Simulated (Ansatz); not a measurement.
Runs of Ansatz 0.2.0 on CoO. It takes space group Fm-3m (No. 225, cubic). Conventional cell: a = 4.263 Å, b = 4.263 Å, c = 4.263 Å, α = 90.00°, β = 90.00°, γ = 90.00°. Around Co (site symmetry m-3m) lie 6 O at 2.13 Å. O (site symmetry m-3m) is surrounded by 6 Co at 2.13 Å. 

```tsv
task	level	potentials or basis	cell	k mesh	cutoff (eV)	smearing	gap on the mesh (eV)	pressure (GPa)	moment (μB)
band structure	LDA	all-electron LAPW, scalar-relativistic	as given	11 × 11 × 11	359	fermi-dirac 0.05 eV	-	-19.3	(a)
relaxation of cell and atoms	PBE+D3(BJ)	all-electron LAPW, scalar-relativistic	relaxed	11 × 11 × 11	-	fermi-dirac 0.05 eV	-	0.0	2.91
band structure	PBEsol	all-electron LAPW, inner shells corrected to Dirac's equation	as given	11 × 11 × 11	360	fermi-dirac 0.05 eV	-	-10.8	2.96
band structure	PBEsol	all-electron LAPW, non-relativistic	as given	11 × 11 × 11	360	fermi-dirac 0.05 eV	-	-9.9	2.94
single point	PBE	all-electron LAPW, scalar-relativistic	as given	11 × 11 × 11	360	gaussian 0.016 eV	none	-1.6	2.98
density of states	PBEsol	all-electron LAPW, scalar-relativistic	as given	11 × 11 × 11	360	fermi-dirac 0.05 eV	none	-10.8	2.96
single point	PBE	all-electron LAPW, scalar-relativistic	as given	11 × 11 × 11	360	gaussian 0.029 eV	none	(c)	2.98
phonons	PBE	all-electron LAPW, scalar-relativistic	as given	8 × 8 × 8	384	fermi-dirac 0.05 eV	none	-	(b)
```

Alike in all rows: spin collinear, ferromagnetic start; basis error allowed 0.001 eV/atom.

Q: Estimate the missing entries.

A: (a) 2.88; (b) 2.90; (c) -1.7.

Caveats: a cell with one magnetic atom can't hold antiferromagnetic order, which such compounds often take; semilocal functionals often make such compounds metallic where correlation or magnetic order opens a gap, which also shifts bond lengths (some runs); the k mesh is thin for a metal, which can move the energy by tens of meV per atom (some runs); a metal's response needs a denser mesh (some runs).

A k mesh can miss the band edges.

A gap of «none» marks a metal or a gap under the smearing width.

Not every run made on this cell is shown here.
